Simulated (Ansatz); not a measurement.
**Clamped-ion strain scan in Sn**

The calculation used DFT PBEsol, scalar-relativistic, plane waves, PAW in Ansatz 0.2.0. The runs took a 420 eV cutoff, a Γ-centred 22×22×22 mesh and Gaussian smearing (0.15 eV). No spin polarisation. Energies are free energies at this smearing, counted from the undisturbed cell; pressure is positive in compression.

The starting cell (relaxed at this level):

```
CELL_PARAMETERS angstrom
-2.90990 2.90990 1.58699
2.90990 -2.90990 1.58699
2.90990 2.90990 -1.58699
ATOMIC_POSITIONS crystal
Sn 0.75000 0.25000 0.50000
Sn 0.00000 0.00000 0.00000
```

The cell is strained by ε times the Voigt pattern (0, 0, 0, 1, 0, 0) (xx, yy, zz, yz, xz, xy; engineering shear) with fractional coordinates fixed. The cell is metallic on the mesh throughout.

```
      ε  ΔE (meV/atom)
-0.1000           20.4
-0.0500            5.6
 0.0000            0.0
 0.0250            1.4
 0.0750           12.1
```

(1) Predict the stress summed along the pattern (GPa, tension positive) at each point.

Answers

(1)
```
      ε  stress summed along the pattern (GPa, tension positive)
-0.1000                                                    -2.10
-0.0500                                                    -1.29
 0.0000                                                     0.00
 0.0250                                                     0.67
 0.0750                                                     1.79
```